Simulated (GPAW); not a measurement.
Input of a GPAW 26.7.0 run:

File run.py:

```python
from ase.calculators.mixing import SumCalculator
from ase.eos import EquationOfState
from ase.io import Trajectory
from ase.spacegroup import crystal
from ase.units import GPa
from dftd3.ase import DFTD3
from gpaw import GPAW, PW

# Zr 4a
# O 8c
atoms = crystal(['Zr', 'O'],
                basis=[[0.0, 0.0, 0.0],
                       [0.25, 0.25, 0.75]],
                spacegroup=225, setting=1,  # Fm-3m
                cellpar=[5.09014541, 5.09014541, 5.09014541, 90.0, 90.0, 90.0],
                primitive_cell=True)

traj = Trajectory('eos.traj', 'w')
volumes, energies = [], []
for x in [0.94, 0.96, 0.98, 1.0, 1.02, 1.04, 1.06]:
    a = atoms.copy()
    a.set_cell(atoms.cell * x**(1 / 3), scale_atoms=True)
    calc = GPAW(mode=PW(800),
                xc='PBE',
                kpts={'size': (7, 7, 7), 'gamma': True},
                occupations={'name': 'fermi-dirac', 'width': 0.05},
                nbands=24,
                convergence={'density': 1e-05, 'energy': 1e-05},
                maxiter=150,
                txt=f'eos-{x:.2f}.txt')
    a.calc = SumCalculator([calc, DFTD3(method='pbe', damping='d3zero')])
    energies.append(a.get_potential_energy())
    volumes.append(a.get_volume())
    p = -a.get_stress()[:3].mean() / GPa
    calc.write(f'eos-{x:.2f}.gpw')
    traj.write(a)
    print(f'{x:.2f} {volumes[-1]:10.4f} A^3 {energies[-1]:14.6f} eV {p:9.3f} GPa', flush=True)

v0, e0, B = EquationOfState(volumes, energies, eos='birchmurnaghan').fit()
print(f'V0 = {v0:.4f} A^3, E0 = {e0:.6f} eV, B0 = {B / GPa:.2f} GPa')
```

Potentials or basis: GPAW PAW data sets (gpaw-data 1.2.1), pw.

Run with:

```bash
$ OMP_NUM_THREADS=1 python run.py
```

Q: Predict the pressure derivative of the bulk modulus.

A: 4.4.

Q: What does it give for the bulk modulus?

A: 241 GPa.

Q: What does it give for the equilibrium volume?

A: 10.93 Å³/atom.

Energy against volume, from the lowest point:
| volume (Å³/atom) | energy (meV/atom) |
| --- | --- |
| 10.331 | 27.03 |
| 10.551 | 10.29 |
| 10.770 | 1.53 |
| 10.990 | 0.00 |
| 11.210 | 4.96 |
| 11.430 | 15.73 |
| 11.650 | 31.67 |
